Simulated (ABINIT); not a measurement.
Crystal: Zr.

```
Zr
1.0
     3.23200    0.00000    0.00000
    -1.61600    2.79899    0.00000
     0.00000    0.00000    5.14700
Zr
2
Direct
  0.66667 0.33333 0.75000
  0.33333 0.66667 0.25000
```

Program: ABINIT 10.8.3 (patched build). Alike in all runs: no spin polarisation; cell as given; smearing fermi-dirac 0.05 eV.

Problem. Order these runs on this cell by their pressure, lowest first.
A. level r2SCAN; potentials or basis JTH PAW PBE v2.0; k mesh 4 × 4 × 2; cutoff (eV) 544; fine-grid cutoff 1088.46 eV; mesh quality coarse
B. level LDA; potentials or basis PseudoDojo NC SR LDA v0.4 stringent; k mesh 9 × 9 × 5; cutoff (eV) 952; mesh quality not flagged
C. level PBEsol; potentials or basis PseudoDojo NC SR PBEsol v0.4 stringent; k mesh 9 × 9 × 5; cutoff (eV) 898; mesh quality not flagged
D. level BLYP; potentials or basis JTH PAW PBE v2.0; k mesh 9 × 9 × 5; cutoff (eV) 463; fine-grid cutoff 925.187 eV; mesh quality not flagged

Solution. B (-6.0 GPa), C (-3.2 GPa), A (1.2 GPa), D (3.5 GPa).

Caveats: some runs use coarse meshes; the PAW data sets were made with another functional, which shifts forces and pressure a little (some runs).
